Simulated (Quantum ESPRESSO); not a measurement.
Runs of Quantum ESPRESSO 7.5 on Mg. The structure is cubic, space group Fm-3m (No. 225). The conventional cell has a = 4.489 Å, b = 4.489 Å, c = 4.489 Å, α = 90.00°, β = 90.00°, γ = 90.00°. Around Mg (site symmetry m-3m) lie 12 Mg at 3.17 Å. This isn't the form of Mg at room conditions, which is hcp.

```tsv
task	level	potentials or basis	spin	cell	cutoff (eV)	smearing	most ionic steps	forc conv thr	etot conv thr	ion dynamics	cell dynamics	other keys	gap on the mesh (eV)	pressure (GPa)
relaxation of cell and atoms	PBEsol	PseudoDojo 0.4.1 SR PBEsol standard	off	relaxed to 0.3 kbar	1143	methfessel-paxton 0.05 eV	40	0.0004 Ry/bohr	1e-05 Ry	bfgs	bfgs	-	none	0.0
single point	LDA	GBRV 1.5 LDA	off	as given	612	methfessel-paxton 0.136 eV	-	-	-	-	-	-	none	(a)
real-space fields	revPBE+D2	PseudoDojo 0.5 SR PBE stringent	off	as given	1143	gaussian 0.1 eV	-	-	-	-	-	-	none	-4.5
single point	PBEsol	PseudoDojo 0.4 FR PBEsol standard	SOC, no magnetisation	as given	1714	gaussian 0.2 eV	-	-	-	-	-	ecut_scale = 1.5; smearing = gaussian; width = 0.2	none	0.2
```

Alike in all rows: k mesh 10 × 10 × 10.

Problem. Estimate the missing entries.

Solution. (a) -1.5.

Caveats: the potentials were made for another functional, which shifts forces and pressure (some runs); pairwise dispersion overbinds metals, which lowers pressure and volume (some runs).

A gap of «none» marks a metal or a gap under the smearing width.

Runs at the PBE level aren't shown here.
